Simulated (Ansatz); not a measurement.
Crystal: TiCo3.

```
Co Ti
1.0
     3.57100    0.00000    0.00000
     0.00000    3.57100    0.00000
     0.00000    0.00000    3.57100
Co Ti
3 1
Direct
  0.50000 0.50000 0.00000
  0.50000 0.00000 0.50000
  0.00000 0.50000 0.50000
  0.00000 0.00000 0.00000
```

| Item | Value |
| --- | --- |
| Program | Ansatz 0.2.0 |
| Task | single point |
| Functional | PBEsol |
| Potentials or basis | Ansatz PAW |
| Cutoff | 420 eV (not typed: the program's choice for these potentials) |
| k mesh | 8 × 8 × 8 |
| Occupations | fermi-dirac, width 0.05 eV |
| Spin | collinear spin, ferromagnetic start |
| Starting moments | [2.0, 2.0, 2.0, 1.0] μB |

On this cell: pressure -3.9 GPa; largest force zero by symmetry; net moment 2.50 μB per cell; site moments Co +1.01; Ti -0.32 μB; band gap on the k mesh none (metal or under the smearing width).

The same run follows on a disturbed copy (atoms moved at random, drawn with an rms of 0.05 Å):

```
Co Ti
1.0
     3.57100    0.00000    0.00000
     0.00000    3.57100    0.00000
     0.00000    0.00000    3.57100
Co Ti
3 1
Direct
  0.49342 0.50418 0.99762
  0.50456 0.99493 0.50257
  0.98647 0.50451 0.50420
  0.99035 0.00926 0.98876
```

**Question.** What does the disturbed cell give?

**Answer.** The energy (extrapolated to zero smearing) moves by +8.3 meV/atom; pressure -3.5 GPa; largest force 0.592 eV/Å; net moment 2.49 μB per cell; site moments Co +1.00; Ti -0.31 μB; band gap on the k mesh none (metal or under the smearing width).

Forces in eV/Å, atoms in the order of the input:
```
Co  -0.107 -0.026  0.150
Co  -0.477  0.208 -0.282
Co   0.295 -0.040 -0.336
Ti   0.288 -0.142  0.468
```

Stress tensor (GPa, compression positive):
```
-3.47 -0.16  0.09
-0.16 -3.41 -0.07
 0.09 -0.07 -3.48
```

Caveats: the PAW data sets come from PBE, with cores solved anew for the run's functional, which leaves a small shift of forces and pressure; the starting moments weren't kept.
